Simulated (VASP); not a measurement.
All cells: G0W0@PBE in VASP with _GW potentials, real axis with 200 points, bands to about 270 eV, response cutoff 180 eV, meshes of 6×6×6 or like density, handbook lattice constants, no spin-orbit coupling; edges are sought among the points solved (high-symmetry points and, for some cells, the mesh's band edge), and the crystal's can lie elsewhere. Band sums and response are cut, so the gaps aren't at their basis limit.

(1) Order these cells by the electronic dielectric constant on this mesh, smallest first.
A. BAs (F-43m), 2 atoms, 13.6 Å³ an atom
B. Si (Fd-3m), 2 atoms, 20.0 Å³ an atom
C. BP (F-43m), 2 atoms, 11.7 Å³ an atom

Answers

(1) C (9.8), A (10.6), B (15.3).

Coarse meshes can put the dielectric constant off by a tenth and more.
